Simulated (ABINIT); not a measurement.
The system is Au.

```
Au
1.0
     1.41131   -2.55593    0.00000
     1.41131    2.55593    0.00000
     0.00000    0.00000    4.89317
Au
2
Cartesian
  1.4113 0.8451 1.2233
  1.4113 -0.8451 3.6699
```

This isn't the form of Au at room conditions, which is fcc.

```yaml
Program: ABINIT 10.8.3 (patched build)
Task: relaxation of cell and atoms
Functional: PBEsol
Potentials_or_basis: JTH PAW PBE v2.0
Cutoff: 544 eV
k_mesh: 11 × 11 × 6
Occupations: fermi-dirac, width 0.05 eV
Spin: no spin polarisation
```

At the start: pressure -4.7 GPa; volume 17.65 Å³/atom.

Q: How do energy, volume and symmetry change on relaxing?

A: Over 18 steps the energy falls by 14.8 meV/atom and the volume is 17.09 Å³/atom (-3.2 %); space group P6_3/mmc (No. 194, to 0.05 Å).

Step by step:
```tsv
step	energy change (eV)	largest force (eV/Å)	pressure (GPa)	volume (Å³)
1	0.0000	0.0225	-4.72	35.30
2	-0.0142	0.0265	-2.60	34.79
3	-0.0239	0.0251	0.88	34.04
4	-0.0255	0.0215	0.84	34.04
5	-0.0296	0.0008	0.13	34.15
6	-0.0296	0.0028	0.02	34.17
7	-0.0296	0.0035	0.00	34.17
8	-0.0297	0.0042	-0.02	34.18
9	-0.0297	0.0047	-0.02	34.18
10	-0.0297	0.0045	-0.01	34.18
11	-0.0297	0.0043	0.00	34.18
12	-0.0297	0.0040	0.01	34.17
13	-0.0297	0.0035	0.02	34.17
14	-0.0297	0.0025	0.03	34.17
15	-0.0297	0.0013	0.04	34.17
16	-0.0297	0.0003	0.04	34.17
17	-0.0297	0.0006	0.02	34.17
18	-0.0297	0.0003	0.00	34.17
```

Final structure:
```
CELL_PARAMETERS angstrom
1.43654 -2.48819 0.00000
1.43654 2.48819 0.00000
0.00000 0.00000 4.78050
ATOMIC_POSITIONS crystal
Au 0.33325 0.66675 0.25000
Au 0.66675 0.33325 0.75000
```

Caveat: the PAW data sets were made with another functional, which shifts forces and pressure a little.
